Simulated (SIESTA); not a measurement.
Crystal: C.

```
C
1.0
     2.52210    0.00000    0.00000
    -1.26105    2.18420    0.00000
     0.00000    0.00000   12.35570
C
12
Direct
  0.66667 0.33333 0.35417
  0.33333 0.66667 0.85417
  0.66667 0.33333 0.14583
  0.33333 0.66667 0.64583
  0.66667 0.33333 0.47917
  0.33333 0.66667 0.97917
  0.66667 0.33333 0.02083
  0.33333 0.66667 0.52083
  0.00000 0.00000 0.81250
  0.00000 0.00000 0.31250
  0.00000 0.00000 0.68750
  0.00000 0.00000 0.18750
```

This is a hexagonal form of diamond, not graphite.

Base run:

```yaml
Program: SIESTA 5.4.2
Functional: PBE
Potentials_or_basis: PseudoDojo 0.4 standard (PBE files)
Basis: DZP (energy shift 0.003 Ry)
Grid_cutoff: 500 Ry
Energy_shift: 0.003 Ry
k_mesh: 12 × 12 × 3
Occupations: fermi-dirac, width 0.05 eV
Spin: no spin polarisation
```

Its results: band gap on the k mesh 4.53 eV, indirect (least direct gap 5.40 eV); pressure 10.6 GPa; largest force 0.345 eV/Å.

Task: The run is repeated on the same cell with these changes: basis from DZP (energy shift 0.003 Ry) to TZP (energy shift 0.02 Ry); energy shift from 0.003 Ry to 0.02 Ry. What comes out?

Result: Band gap on the k mesh 4.48 eV, indirect (least direct gap 5.34 eV); pressure 7.0 GPa; largest force 0.335 eV/Å.

Caveats: the basis of atomic orbitals isn't converged, which shifts pressures, moduli and gaps; an odd mesh through Γ misses points on the zone boundary, where band edges often lie (some runs).

Not every run made on this cell is shown here.
